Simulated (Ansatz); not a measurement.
**BN under changes of volume**

One of the cells (8.967 Å³/atom); the others are scaled copies at fixed shape and fractional positions:

```xyz
4
Lattice="2.4982 0.0000 0.0000 -1.2491 2.1635 0.0000 0.0000 0.0000 6.6357" Properties=species:S:1:pos:R:3 pbc="T T T"
N     1.2491    0.7212    1.6589
N     0.0000    1.4424    4.9768
B     1.2491    0.7212    4.9768
B     0.0000    1.4424    1.6589
```

- Program: Ansatz 0.2.0
- Functional: r2SCAN
- Dispersion: D4
- Potentials or basis: Ansatz PAW
- Cutoff: 500 eV (not typed: the program's choice for these potentials)
- k mesh: 12 × 12 × 4
- Occupations: fermi-dirac, width 0.05 eV
- Spin: no spin polarisation

```csv
volume (Å³/atom),energy over the lowest point (meV/atom),pressure (GPa),gap on the mesh (eV)
8.429,28.22,17.5,4.92
8.608,12.25,11.2,4.89
8.787,3.03,5.4,4.87
8.967,0.00,0.1,4.85
9.146,2.61,-4.7,4.82
9.325,?,?,?
9.505,22.87,-13.1,4.77
```

What does the run at 9.325 Å³/atom give?

Energy over the lowest point 10.39 meV/atom; pressure -9.1 GPa; gap on the mesh 4.80 eV.

Worked out: A Birch-Murnaghan fit of order 3 (a polynomial in V^(-2/3)) to the other rows has its minimum at 8.97 Å³/atom with B0 = V·E''(V) = 252 GPa and B' = 3.6 at fixed shape and positions, which overstates the stiffness. It gives 10.36 meV/atom at 9.325 Å³/atom, against the run's 10.39, and -dE/dV = -9.1 GPa, against -9.1. A straight line through the other rows of the gap, of slope -1.23 eV per unit of ln V, gives 4.80 eV, against the run's 4.80.

Energies are extrapolated to zero smearing.

Caveats: the PAW data sets come from PBE, with cores solved anew for the run's functional, which leaves a small shift of forces and pressure.

A mesh can miss the band edges.
